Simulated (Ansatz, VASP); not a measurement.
H in VASP and in Ansatz

```
H
1.0
     2.64964    0.00000    0.00000
     0.00000    2.64964    0.00000
     0.00000    0.00000    0.98049
H
1
Direct
  0.00000 0.00000 0.50000
```

Alike in both runs: task single point; functional PBEsol; k mesh 10 × 10 × 26; occupations gaussian, width 0.1 eV; no spin polarisation.

```csv
,VASP,Ansatz
version,VASP 6.6.1,Ansatz 0.2.0
potentials or method,"VASP PAW PBE potentials, release 64 (H_GW)",Ansatz PAW
plane-wave cutoff (eV),550,420
valence electrons in the cell,1,1
```

|  | VASP | Ansatz | Ansatz less VASP |
| --- | --- | --- | --- |
| gap on the k mesh at the Fermi level (eV) | none | none | - |
| pressure (GPa) | 1.1 | 1.9 | +0.77 |
| largest component of the traceless stress (GPa) | 0.47 | 0.37 | -0.105 |

A gap of «none» marks a metal or a gap that the smearing closes.

Caveats: the PAW data sets were made with another functional, which shifts forces and pressure a little (VASP).
